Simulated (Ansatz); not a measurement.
Results of PBE (plane waves, PAW; Ansatz, an electronic-structure program) for zinc-blende AlSb.

Total energies, extrapolated to zero smearing (they compare only within this program, potentials and cutoff; free atoms with spin allowed, lowest state found):

| system | energy (eV/atom) |
|---|---|
| zinc-blende AlSb, relaxed | -3511.1701 |
| free Al atom | -534.0687 |
| free Sb atom | -6481.7976 |

Question: Work out the cohesive energy per atom.

Answer: E_coh = [1 × (-534.0687) + 1 × (-6481.7976)]/2 − (-3511.1701) = 3.24 eV/atom. The reference value is 3.31 eV/atom (measured, zero-point energy (9/8 kB θD) added and atomic spin-orbit splittings removed, spin-orbit-averaged atoms; as tabulated in Paulus et al. (1996), arXiv:cond-mat/9605064), a difference of -0.07 eV/atom.

Spin–orbit coupling, which matters for such heavy atoms, is left out.

The PAW data were made under PBE.
